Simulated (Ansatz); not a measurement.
Runs of Ansatz 0.2.0 on ZrC. The structure is cubic, space group F-43m (No. 216). The conventional cell has a = 5.091 Å, b = 5.091 Å, c = 5.091 Å, α = 90.00°, β = 90.00°, γ = 90.00°. Zr (site symmetry -43m) has 4 C at 2.20 Å as nearest neighbours. C (site symmetry -43m) is surrounded by 4 Zr at 2.20 Å. The cell was built by a generator and needn't be a form met in nature.

```csv
level,share of exact exchange,gap on the mesh (eV),pressure (GPa)
r2SCAN0 form with a typed share of exact exchange,0.35,(a),-1.8
r2SCAN0,0.25,2.31,(b)
r2SCAN0 form with a typed share of exact exchange,0.15,1.78,-0.7
r2SCAN0 form with a typed share of exact exchange,0.5,3.73,-2.5
r2SCAN0 form with a typed share of exact exchange,0.1,1.52,-0.4
```

Alike in all rows: task single point; potentials or basis Ansatz PAW; no spin polarisation; cell as given; k mesh 5 × 5 × 5; cutoff (eV) 500; smearing fermi-dirac 0.05 eV; the mesh is coarse, so values aren't converged.

Question: Fill in the values left out.

Answer: (a) 2.87; (b) -1.2.

Caveats: all runs use coarse meshes; odd divisions of the mesh miss points on the zone boundary, where band edges often lie, so the gap on the mesh can be too wide; the PAW data sets come from PBE, with cores solved anew for the run's functional, which leaves a small shift of forces and pressure; the thresholds are loose for stress.

A k mesh can miss the band edges, and the runs leave out spin-orbit coupling on Zr.
